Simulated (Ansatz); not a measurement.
## Moving the functional in CeO2

```yaml
crystal:
  lattice:
    - [0.00000, 2.70365, 2.70365]
    - [2.70365, 0.00000, 2.70365]
    - [2.70365, 2.70365, 0.00000]
  atoms:
    - { symbol: Ce, position: [0.00000, 0.00000, 0.00000] }
    - { symbol: O, position: [0.75000, 0.75000, 0.75000] }
    - { symbol: O, position: [0.25000, 0.25000, 0.25000] }
```

Kept alike: task equation of state; k mesh 9 × 9 × 9; occupations fermi-dirac, width 0.05 eV; collinear spin, ferromagnetic start. Program: Ansatz, Ansatz PAW. Cutoffs run from 420 to 500 eV. The mesh is that of the run's cell of 3 atoms. No spin-orbit coupling.

| functional | volume (Å³/atom) | bulk modulus (GPa) |
| --- | --- | --- |
| LDA | 12.823 | 206.5 |
| PBEsol | 13.108 | 192.4 |
| r2SCAN | 13.396 | 191.5 |

Volume and modulus come from cells scaled at fixed shape and fractions. The moments vanished: the runs ended non-magnetic. All rows use potentials made for PBE.

Q: What does the functional change here?

A: The volume runs from 12.823 (LDA) to 13.396 Å³/atom (r2SCAN). The bulk modulus runs from 191.5 (r2SCAN) to 206.5 GPa (LDA).
